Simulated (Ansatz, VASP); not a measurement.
**Cd in VASP and in Ansatz**

Contents of INCAR:

```
ALGO = Normal
EDIFF = 1E-7
ENCUT = 520
GGA = PE
ISIF = 2
ISMEAR = -1
LASPH = True
LCHARG = False
LREAL = False
LWAVE = False
NBANDS = 12
NELM = 100
PREC = Accurate
SIGMA = 0.15
```

Contents of KPOINTS:

```
k-points
0
Gamma
  9 9 9
```

Contents of POSCAR:

```
Cd
1.0
    0.0000000000      2.2181500000      2.2181500000
    2.2181500000      0.0000000000      2.2181500000
    2.2181500000      2.2181500000      0.0000000000
Cd
1
Direct
    0.0000000000      0.0000000000      0.0000000000
```

Input for Ansatz:

```yaml
crystal:
  lattice:
    - [0.0, 2.21815, 2.21815]
    - [2.21815, 0.0, 2.21815]
    - [2.21815, 2.21815, 0.0]
  atoms:
    - { symbol: Cd, position: [0.0, 0.0, 0.0] }
basis:
  ecutwfc: 520.0
kpoints:
  mp_grid:
    grid: [9, 9, 9]
hamiltonian:
  xc: pbe
scf:
  occupations:
    method: fermi_dirac
    width: 0.15
output:
  stress: true
```

This isn't the form of Cd at room conditions, which is hcp.

Alike in both runs: task single point; functional PBE; k mesh 9 × 9 × 9; occupations fermi-dirac, width 0.15 eV; no spin polarisation.

```csv
,VASP,Ansatz
version,VASP 6.6.1,Ansatz 0.2.0
potentials or method,"VASP PAW PBE potentials, release 64 (Cd)","plane waves, PAW"
plane-wave cutoff (eV),520,520
valence electrons in the cell,12,20
```

```csv
,VASP,Ansatz,Ansatz less VASP
pressure (GPa),2.6,2.3,-0.28
```

The two sets of potentials don't hold the same shells in valence.
